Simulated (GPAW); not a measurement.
Pd:

```xyz
1
Lattice="0.0000 1.9465 1.9465 1.9465 0.0000 1.9465 1.9465 1.9465 0.0000" Properties=species:S:1:pos:R:3 pbc="T T T"
Pd    0.0000    0.0000    0.0000
```

* Program: GPAW 26.7.0
* Task: relaxation of cell and atoms
* Functional: PBEsol
* Dispersion: D4
* Potentials or basis: PAW data sets generated in the run's folder for this functional
* Cutoff: 600 eV
* Basis: pw
* k mesh: 12 × 12 × 12
* Occupations: fermi-dirac, width 0.05 eV
* Spin: no spin polarisation

At the start: pressure -5.4 GPa; volume 14.75 Å³/atom.

How do energy, volume and symmetry change on relaxing?

Over 3 steps the energy falls by 7.1 meV/atom and the volume is 14.36 Å³/atom (-2.7 %); space group Fm-3m (No. 225, to 0.05 Å).

The path:
```tsv
step	energy change (eV)	largest force (eV/Å)	pressure (GPa)	volume (Å³)
1	0.0000	0.0000	-5.38	14.75
2	-0.0067	0.0000	-1.20	14.44
3	-0.0071	0.0000	0.06	14.35
```

Final structure:
```xyz
1
Lattice="0.0000 1.9290 1.9290 1.9290 0.0000 1.9290 1.9290 1.9290 0.0000" Properties=species:S:1:pos:R:3 pbc="T T T"
Pd    0.0000    0.0000    0.0000
```

Caveat: later steps reuse the first step's grids; pairwise dispersion overbinds metals, which lowers pressure and volume.
